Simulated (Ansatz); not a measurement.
P:

```xyz
4
Lattice="1.6477 -5.4650 0.0000 1.6477 5.4650 0.0000 0.0000 0.0000 4.5436" Properties=species:S:1:pos:R:3 pbc="T T T"
P     1.6477   -4.4173    2.6754
P     1.6477    4.4173    1.8683
P     1.6477   -1.0477    0.4035
P     1.6477    1.0477    4.1401
```

Base run:

| Quantity | Value |
| --- | --- |
| Program | Ansatz 0.2.0 |
| Functional | BLYP |
| Potentials or basis | Ansatz PAW |
| Cutoff | 420 eV (not typed: the program's choice for these potentials) |
| k mesh | 5 × 5 × 4 |
| Occupations | fermi-dirac, width 0.05 eV |
| Spin | no spin polarisation |

Its results: band gap on the k mesh 0.52 eV, direct; pressure 6.5 GPa; largest force 0.457 eV/Å.

Q: The run is repeated on the same cell with these changes: functional from BLYP to PBEsol. What comes out?

A: Band gap on the k mesh 0.37 eV, direct; pressure -0.5 GPa; largest force 0.291 eV/Å.

PBEsol binds more tightly than BLYP, so the same cell stands under less pressure.

Caveats: odd divisions of the mesh miss points on the zone boundary, where band edges often lie, so the gap on the mesh can be too wide; the PAW data sets come from PBE, with cores solved anew for the run's functional, which leaves a small shift of forces and pressure; the density of states is complete only up to the lowest level of the last band computed.

A k mesh can miss the band edges.
